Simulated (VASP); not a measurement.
Set up this calculation in VASP 6.6.1, as the native input.

```yaml
Task: single point
Functional: rev-vdW-DF2
Potentials_or_basis: VASP PAW PBE potentials, release 64 (Sb)
Cutoff: 520 eV
k_mesh: 9 × 9 × 1
Occupations: methfessel-paxton, width 0.1 eV
Spin: no spin polarisation
Dipole_correction: yes
Further_INCAR_settings: ALGO = Fast; EDIFF = 1e-06
```

The structure of Sb lies in POSCAR:

```
Sb
1.0
    4.3625490300      0.0000000000      0.0000000000
   -2.1812754900      3.7780788400      0.0000000000
    0.0000000000      0.0000000000     27.8563554900
Sb
8
Direct
    0.3333334500      0.6666667200      0.2692383800
    0.6666668200      0.3333334100      0.3245836500
    0.0000002000      0.0000001000      0.4046310400
    0.3333335700      0.6666667900      0.4599763100
    0.6666669600      0.3333334800      0.5400236900
    0.0000003300      0.0000001600      0.5953689600
    0.3333337100      0.6666668600      0.6754163500
    0.6666670800      0.3333335400      0.7307616200
```

The slab is cut from a database's or a generator's crystal, which needn't be the stable form of the element.

One way to write it, as run:

INCAR

```
AGGAC = 0.0
ALGO = Fast
DIPOL = 0.5 0.5 0.500
EDIFF = 1E-6
ENCUT = 520
GGA = MK
ICORELEVEL = 1
IDIPOL = 3
ISIF = 2
ISMEAR = 1
KPAR = 2
LASPH = T
LCHARG = F
LDIPOL = T
LREAL = F
LUSE_VDW = T
LVACPOTAV = T
LVHAR = T
LWAVE = F
NELM = 80
PARAM1 = 0.1234
PARAM2 = 0.711357
PREC = Accurate
SIGMA = 0.1
ZAB_VDW = -1.8867
```

KPOINTS

```
k-points
0
Gamma
  9 9 1
```

Potentials or basis: VASP PAW PBE potentials, release 64 (Sb).

The run is started by

```sh
$ cat potpaw_PBE.64/Sb/POTCAR > POTCAR
$ mpirun -np 2 vasp_std > vasp.out
```

Results of the run:

```yaml
Largest_force: 0.092 eV/Å
Band_gap_on_the_k_mesh: none (metal or under the smearing width)
Work_function_of_the_upper_face: 4.43 eV
Work_function_of_the_lower_face: 4.43 eV
```

Caveat: the PAW data sets were made with another functional, which shifts forces and pressure a little.

Wall time 6.7 min on 2 MPI ranks on Intel(R) Xeon(R) 6975P-C (Granite Rapids), with other jobs on the host, peak memory 1.5 GiB a rank.
